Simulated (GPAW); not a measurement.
Te2Mo:

```
Te Mo
1.0
     3.51820    0.00000    0.00000
    -1.75910    3.04685    0.00000
     0.00000    0.00000   13.97360
Te Mo
4 2
Direct
  0.66667 0.33333 0.37900
  0.33333 0.66667 0.87900
  0.66667 0.33333 0.12100
  0.33333 0.66667 0.62100
  0.66667 0.33333 0.75000
  0.33333 0.66667 0.25000
```

Base run:

```yaml
Program: GPAW 26.7.0
Functional: TB-mBJ
Potentials_or_basis: GPAW PAW data sets for LDA (gpaw-data 1.2.1)
Cutoff: 600 eV
Basis: pw
k_mesh: 5 × 5 × 2
Occupations: fermi-dirac, width 0.05 eV
Spin: no spin polarisation
```

Its results: band gap on the k mesh 0.81 eV, indirect (least direct gap 1.36 eV).

Q: The run is repeated on the same cell with these changes: k mesh from 5 × 5 × 2 to 6 × 6 × 2. What comes out?

A: Band gap on the k mesh 0.92 eV, indirect (least direct gap 1.07 eV).

Caveats: a model potential gives levels but no total energy; spin-orbit coupling is left out, which moves the levels of the heavy elements; an odd mesh through Γ misses points on the zone boundary, where band edges often lie (some runs).
